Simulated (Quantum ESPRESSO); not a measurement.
# TaN (P6/mmm) in Quantum ESPRESSO: single point with PBE

Aim: the single point of TaN with PBE.

Program: Quantum ESPRESSO 7.5. These are calculated values, not measurements. Logs are shortened: lines on timing, memory, paths and dates and some standing lists are left out, and cuts for length are marked.

**1. The structure**

It takes space group P6/mmm (No. 191, hexagonal). Conventional cell: a = 5.185 Å, b = 5.185 Å, c = 2.908 Å, α = 90.00°, β = 90.00°, γ = 120.00°. Ta (site symmetry 6/mmm) is surrounded by 6 N at 2.59 Å and 2 Ta at 2.91 Å. Ta (site symmetry -6m2) has 6 N at 2.09 Å as nearest neighbours. Around N (site symmetry mmm) lie 4 Ta at 2.09 Å.

**2. Single point, PBE**

File run.py:

```python
import numpy as np
from ase.calculators.espresso import Espresso, EspressoProfile
import spglib
from ase import Atoms
from ase.io import read

atoms = read('TaN.cif')
cell, pos, num = spglib.standardize_cell((atoms.cell[:], atoms.get_scaled_positions(), atoms.numbers), to_primitive=True, symprec=1e-4)
atoms = Atoms(numbers=num, cell=cell, scaled_positions=pos, pbc=True)

input_data = {
    'control': {'calculation': 'scf', 'prefix': 'pwscf', 'outdir': './tmp', 'tprnfor': True, 'tstress': True, 'disk_io': 'nowf'},
    'system': {'ecutwfc': 60.0, 'ecutrho': 480.0, 'nbnd': 37, 'occupations': 'smearing', 'smearing': 'fd', 'degauss': 0.00367493},
    'electrons': {'conv_thr': 1.2e-09, 'electron_maxstep': 120, 'mixing_beta': 0.5},
}
pseudopotentials = {'N': 'N.pbe-n-radius_5.UPF', 'Ta': 'Ta_pbe_v1.uspp.F.UPF'}
profile = EspressoProfile(command='pw.x', pseudo_dir='pseudo')
dft = Espresso(profile=profile, input_data=input_data, pseudopotentials=pseudopotentials, kpts=(6, 6, 9), koffset=(0, 0, 0))
atoms.calc = dft

print(f'energy {atoms.get_potential_energy():.8f} eV')
print('forces (eV/A)')
print(np.round(atoms.get_forces(), 6))
print('stress (eV/A^3, Voigt)')
print(np.round(atoms.get_stress(), 8))
print(f'Fermi level {dft.get_fermi_level():.4f} eV')
```

File TaN.cif:

```cif
data_TaN
_cell_length_a 5.18500020
_cell_length_b 5.18500020
_cell_length_c 2.90800053
_cell_angle_alpha 90.00000000
_cell_angle_beta 90.00000000
_cell_angle_gamma 120.00000000
_space_group_name_H-M_alt 'P6/mmm'
_space_group_name_Hall '-P 6 2'
_space_group_IT_number 191
loop_
_space_group_symop_operation_xyz
'x,y,z'
'-x,-y,-z'
'x-y,x,z'
'-x+y,-x,-z'
'-y,x-y,z'
'y,-x+y,-z'
'-x,-y,z'
'x,y,-z'
'-x+y,-x,z'
'x-y,x,-z'
'y,-x+y,z'
'-y,x-y,-z'
'-y,-x,-z'
'y,x,z'
'-x,-x+y,-z'
'x,x-y,z'
'-x+y,y,-z'
'x-y,-y,z'
'y,x,-z'
'-y,-x,z'
'x,x-y,-z'
'-x,-x+y,z'
'x-y,-y,-z'
'-x+y,y,z'
loop_
_atom_site_label
_atom_site_type_symbol
_atom_site_symmetry_multiplicity
_atom_site_Wyckoff_symbol
_atom_site_fract_x
_atom_site_fract_y
_atom_site_fract_z
_atom_site_occupancy
Ta1 Ta 1 a 0.0000000000 0.0000000000 0.0000000000 1
Ta2 Ta 2 d 0.3333333333 0.6666666667 0.5000000000 1
N1 N 3 f 0.5000000000 0.0000000000 0.0000000000 1
```

Potentials or basis: SSSP 1.3 efficiency PBE.

Command:

```console
> OMP_NUM_THREADS=1 python run.py
```

Standard output:

```text
energy -6619.70206651 eV
forces (eV/A)
[[ 0. -0.  0.]
 [ 0.  0. -0.]
 [-0.  0.  0.]
 [ 0. -0.  0.]
 [ 0.  0. -0.]
 [ 0.  0. -0.]]
stress (eV/A^3, Voigt)
[-0.05819283 -0.05819283 -0.07214423  0.         -0.         -0.        ]
Fermi level 19.5129 eV
```

espresso.pwi:

```text
&CONTROL
   calculation      = 'scf'
   tstress          = .true.
   tprnfor          = .true.
   outdir           = './tmp'
   prefix           = 'pwscf'
   disk_io          = 'nowf'
   pseudo_dir       = 'pseudo'
/
&SYSTEM
   nbnd             = 37
   ecutwfc          = 60.0
   ecutrho          = 480.0
   occupations      = 'smearing'
   degauss          = 0.00367493
   smearing         = 'fd'
   ntyp             = 2
   nat              = 6
   ibrav            = 0
/
&ELECTRONS
   electron_maxstep = 120
   conv_thr         = 1.2e-09
   mixing_beta      = 0.5
/
&IONS
/
&CELL
/
&FCP
/
&RISM
/
ATOMIC_SPECIES
Ta 180.94788 Ta_pbe_v1.uspp.F.UPF
N 14.007 N.pbe-n-radius_5.UPF

K_POINTS automatic
6 6 9  0 0 0

CELL_PARAMETERS angstrom
5.18500020000000 0.00000000000000 0.00000000000000
-2.59250010000000 4.49034189182739 0.00000000000000
0.00000000000000 0.00000000000000 2.90800053000000

ATOMIC_POSITIONS angstrom
Ta 0.0000000000 0.0000000000 0.0000000000  
Ta -0.0000000000 2.9935612612 1.4540002650  
Ta 2.5925001000 1.4967806306 1.4540002650  
N 2.5925001000 0.0000000000 0.0000000000  
N 1.2962500500 2.2451709459 0.0000000000  
N -1.2962500500 2.2451709459 0.0000000000
```

espresso.pwo:

```text
This program is part of the open-source Quantum ESPRESSO suite
     for quantum simulation of materials; please cite
         "P. Giannozzi et al., J. Phys.:Condens. Matter 21 395502 (2009);
         "P. Giannozzi et al., J. Phys.:Condens. Matter 29 465901 (2017);
         "P. Giannozzi et al., J. Chem. Phys. 152 154105 (2020);
     in publications or presentations arising from this work. More details at

Warning: card &CELL ignored
Warning: card &FCP ignored
Warning: card &RISM ignored

     Message from routine setup:
     using ibrav=0 with symmetry is DISCOURAGED, use correct ibrav instead

     G-vector sticks info
     --------------------
     sticks:   dense  smooth     PW     G-vecs:    dense   smooth      PW
     Sum        3181    1585    475                81135    28743    4545

     Using Slab Decomposition

     bravais-lattice index     =            0
     lattice parameter (alat)  =       9.7982  a.u.
     unit-cell volume          =     456.8980 (a.u.)^3
     number of atoms/cell      =            6
     number of atomic types    =            2
     number of electrons       =        54.00
     number of Kohn-Sham states=           37
     kinetic-energy cutoff     =      60.0000  Ry
     charge density cutoff     =     480.0000  Ry
     scf convergence threshold =      1.2E-09
     mixing beta               =       0.5000
     number of iterations used =            8  plain     mixing
     Exchange-correlation= PBE
                           (   1   4   3   4   0   0   0)

     celldm(1)=   9.798230  celldm(2)=   0.000000  celldm(3)=   0.000000
     celldm(4)=   0.000000  celldm(5)=   0.000000  celldm(6)=   0.000000

     crystal axes: (cart. coord. in units of alat)
               a(1) = (   1.000000   0.000000   0.000000 )
               a(2) = (  -0.500000   0.866025   0.000000 )
               a(3) = (   0.000000   0.000000   0.560849 )

     reciprocal axes: (cart. coord. in units 2 pi/alat)
               b(1) = (  1.000000  0.577350 -0.000000 )
               b(2) = (  0.000000  1.154701  0.000000 )
               b(3) = (  0.000000 -0.000000  1.783012 )

     PseudoPot. # 1 for Ta read from file:
     Ta_pbe_v1.uspp.F.UPF
     Pseudo is Ultrasoft + core correction, Zval = 13.0
     Generated by new atomic code, or converted to UPF format
     Using radial grid of  921 points,  7 beta functions with:
                l(1) =   0
                l(2) =   0
                l(3) =   1
                l(4) =   1
                l(5) =   2
                l(6) =   2
                l(7) =   3
     Q(r) pseudized with  6 coefficients,  rinner =    1.300   1.300   1.300
                                                       1.300   1.300   1.300
                                                       1.300

     PseudoPot. # 2 for N  read from file:
     N.pbe-n-radius_5.UPF
     Pseudo is Ultrasoft + core correction, Zval =  5.0
     Generated using "atomic" code by A. Dal Corso  v.5.1
     Using radial grid of 1085 points,  4 beta functions with:
                l(1) =   0
                l(2) =   0
                l(3) =   1
                l(4) =   1
     Q(r) pseudized with 0 coefficients

     atomic species   valence    mass     pseudopotential
     Ta               13.00   180.94788     Ta( 1.00)
     N                 5.00    14.00700     N ( 1.00)

     24 Sym. Ops., with inversion, found

   Cartesian axes

     site n.     atom                  positions (alat units)
         1        Ta     tau(   1) = (   0.0000000   0.0000000   0.0000000  )
         2        Ta     tau(   2) = (  -0.0000000   0.5773503   0.2804243  )
         3        Ta     tau(   3) = (   0.5000000   0.2886751   0.2804243  )
         4        N      tau(   4) = (   0.5000000   0.0000000   0.0000000  )
         5        N      tau(   5) = (   0.2500000   0.4330127   0.0000000  )
         6        N      tau(   6) = (  -0.2500000   0.4330127   0.0000000  )

     number of k points=    35  Fermi-Dirac smearing, width (Ry)=  0.0037
                       cart. coord. in units 2pi/alat
        k(    1) = (   0.0000000   0.0000000   0.0000000), wk =   0.0061728
        k(    2) = (   0.0000000   0.0000000   0.1981125), wk =   0.0123457
        k(    3) = (   0.0000000   0.0000000   0.3962249), wk =   0.0123457
        k(    4) = (   0.0000000   0.0000000   0.5943374), wk =   0.0123457
        k(    5) = (   0.0000000   0.0000000   0.7924498), wk =   0.0123457
        k(    6) = (   0.0000000   0.1924501   0.0000000), wk =   0.0370370
[... 27 lines left out ...]
        k(   34) = (   0.3333333   0.5773503   0.5943374), wk =   0.0246914
        k(   35) = (   0.3333333   0.5773503   0.7924498), wk =   0.0246914

     Dense  grid:    81135 G-vectors     FFT dimensions: (  72,  72,  40)

     Smooth grid:    28743 G-vectors     FFT dimensions: (  50,  50,  27)

     Initial potential from superposition of free atoms

     starting charge      53.9966, renormalised to      54.0000

     negative rho (up, down):  2.841E-01 0.000E+00
     Starting wfcs are   51 randomized atomic wfcs

     Self-consistent Calculation

     iteration #  1     ecut=    60.00 Ry     beta= 0.50
     Davidson diagonalization with overlap
     ethr =  1.00E-02,  avg # of iterations =  2.0

     negative rho (up, down):  2.911E-01 0.000E+00

     total energy              =    -485.77401768 Ry
     estimated scf accuracy    <       1.95094247 Ry

     iteration #  2     ecut=    60.00 Ry     beta= 0.50
     Davidson diagonalization with overlap
     ethr =  3.61E-03,  avg # of iterations =  3.9
[... 78 lines left out ...]
     iteration # 11     ecut=    60.00 Ry     beta= 0.50
     Davidson diagonalization with overlap
     ethr =  1.37E-11,  avg # of iterations =  3.2

     negative rho (up, down):  3.009E-01 0.000E+00

     End of self-consistent calculation

          k = 0.0000 0.0000 0.0000 (  3553 PWs)   bands (ev):

   -49.6274 -49.5795 -49.2766 -16.5232 -16.5232 -16.1331 -16.1331 -15.9179
   -15.8020 -15.8020 -15.7800 -15.0091   1.1872   4.4411   4.4411   9.3738
    12.4579  12.4579  13.4489  13.4489  14.0825  16.4577  16.6232  16.6232
    17.1278  17.6096  18.4287  18.4287  20.4938  20.4938  20.9221  21.8425
    21.8425  22.7853  22.9494  22.9494  23.3420

          k = 0.0000 0.0000 0.1981 (  3553 PWs)   bands (ev):
[... 105 lines left out ...]
   -49.5715 -49.5446 -49.2405 -16.7899 -16.6476 -16.3898 -16.3012 -16.0292
   -15.9210 -15.8141 -15.7999 -15.6194   3.4066   3.4720   3.8772  11.0284
    11.8752  12.0894  12.6156  13.0573  13.6228  15.0087  15.5039  16.3012
    16.6320  17.1015  19.1757  20.8609  21.1896  22.3519  22.5305  23.0881
    23.4622  23.4875  23.5048  24.9995  25.0895

          k = 0.0000-0.5774 0.0000 (  3620 PWs)   bands (ev):

   -49.6111 -49.5954 -49.2772 -16.5953 -16.4024 -16.2058 -16.0199 -15.8707
   -15.8628 -15.8394 -15.8258 -15.0116   2.1801   2.9877   4.5202  10.9111
    11.5620  13.2651  13.3200  13.3689  13.7671  14.1280  15.0136  16.2408
    16.7247  17.9561  18.9852  21.0262  21.5223  21.5322  21.9376  22.0913
    22.2990  22.6808  23.4042  23.5360  23.9435

          k = 0.0000-0.5774 0.1981 (  3582 PWs)   bands (ev):

   -49.6056 -49.5899 -49.2728 -16.5726 -16.3865 -16.1927 -16.0072 -15.9961
   -15.9342 -15.8403 -15.8356 -15.0889   2.3918   3.0925   4.3849  10.8818
    11.8236  12.7891  13.2435  13.7402  13.9821  14.0574  14.3002  16.1984
    16.7736  18.6925  19.2663  20.6653  20.8322  21.5277  22.2117  22.2493
    22.4957  22.6759  23.0235  23.4421  23.7464

          k = 0.0000-0.5774 0.3962 (  3586 PWs)   bands (ev):

   -49.5918 -49.5762 -49.2616 -16.5139 -16.3482 -16.2913 -16.1987 -16.1331
   -15.9746 -15.8269 -15.8224 -15.2798   2.9212   3.3031   4.0437  10.8665
    12.5852  12.5857  12.5875  13.4235  13.8066  13.8073  14.6574  15.6708
    17.7180  19.0462  19.2476  19.9010  20.6867  21.5206  22.2206  22.4384
    22.6581  22.8812  22.8916  24.0517  24.6698

          k = 0.0000-0.5774 0.5943 (  3586 PWs)   bands (ev):

   -49.5761 -49.5606 -49.2489 -16.5829 -16.4934 -16.4442 -16.2990 -16.0911
   -15.9373 -15.8189 -15.8048 -15.4881   3.4456   3.5141   3.6610  11.1215
    11.7249  12.7317  12.7785  13.4073  13.6106  13.6861  14.9941  15.8384
    17.6170  18.0340  18.8433  20.5254  21.4711  21.5498  22.4495  22.7868
    23.0194  23.0207  23.1927  24.8738  25.0492

          k = 0.0000-0.5774 0.7924 (  3588 PWs)   bands (ev):

   -49.5659 -49.5503 -49.2405 -16.7691 -16.6743 -16.3966 -16.2736 -16.0591
   -15.9128 -15.8153 -15.7942 -15.6179   3.4156   3.4846   3.8968  11.2775
    11.7584  12.3315  12.6379  13.0007  13.3649  14.6974  15.1288  16.1859
    16.6805  17.6298  18.4879  20.8312  20.9708  22.5956  23.0989  23.1465
    23.2412  23.5672  24.0364  25.5001  25.5541

          k = 0.1667 0.2887 0.0000 (  3586 PWs)   bands (ev):

   -49.6192 -49.5874 -49.2770 -16.5634 -16.4851 -16.1282 -16.0601 -15.8942
   -15.8658 -15.8198 -15.8028 -15.0106   1.6560   3.6656   4.4756  10.4779
    11.4805  12.7413  13.4048  13.7517  14.1544  14.8781  15.6370  15.8002
    16.6359  18.2366  19.1509  20.3110  20.9193  20.9863  21.5646  21.8126
    22.6214  23.0521  23.1633  23.2179  23.2244
[... 107 lines left out ...]
   -49.5581 -49.5581 -49.2405 -16.7239 -16.7239 -16.4240 -16.1591 -16.1591
   -15.8987 -15.8023 -15.8023 -15.6200   3.2942   3.7604   3.7604  11.6685
    11.6685  12.6946  12.7801  12.7801  13.1067  13.5782  15.8003  15.8003
    17.3571  17.3571  17.8510  22.1787  22.1787  22.3343  22.4034  22.4034
    23.3992  23.3992  23.6822  25.7682  25.9921

     the Fermi energy is    19.5129 ev

!    total energy              =    -486.53917046 Ry
     estimated scf accuracy    <          6.0E-10 Ry
     smearing contrib. (-TS)   =      -0.00039094 Ry
     internal energy E=F+TS    =    -486.53877952 Ry

     The total energy is F=E-TS. E is the sum of the following terms:
     one-electron contribution =     -37.70785215 Ry
     hartree contribution      =      52.33215070 Ry
     xc contribution           =    -143.50396951 Ry
     ewald contribution        =    -357.65910856 Ry

     convergence has been achieved in  11 iterations

     negative rho (up, down):  3.009E-01 0.000E+00

     Forces acting on atoms (cartesian axes, Ry/au):

     atom    1 type  1   force =     0.00000000   -0.00000000    0.00000000
     atom    2 type  1   force =     0.00000000    0.00000000   -0.00000000
     atom    3 type  1   force =    -0.00000000    0.00000000    0.00000000
     atom    4 type  2   force =     0.00000000   -0.00000000    0.00000000
     atom    5 type  2   force =     0.00000000    0.00000000   -0.00000000
     atom    6 type  2   force =     0.00000000    0.00000000   -0.00000000

     Total force =     0.000000     Total SCF correction =     0.000000

     Computing stress (Cartesian axis) and pressure

     negative rho (up, down):  3.009E-01 0.000E+00
          total   stress  (Ry/bohr**3)                   (kbar)     P=      100.69
   0.00063380   0.00000000   0.00000000           93.24        0.00        0.00
   0.00000000   0.00063380  -0.00000000            0.00       93.24       -0.00
   0.00000000  -0.00000000   0.00078575            0.00       -0.00      115.59

=------------------------------------------------------------------------------=
   JOB DONE.
=------------------------------------------------------------------------------=
```

Run time: 2.1 min. Hardware: 1 thread of Arm Neoverse V1, shared host; peak memory 0.62 GiB.

What came out:

* Free energy: -6619.7026 eV
* Pressure: 10.1 GPa
* Band gap on the k mesh: none (metal or under the smearing width)

Spin-orbit coupling is left out, which matters for the levels of Ta.
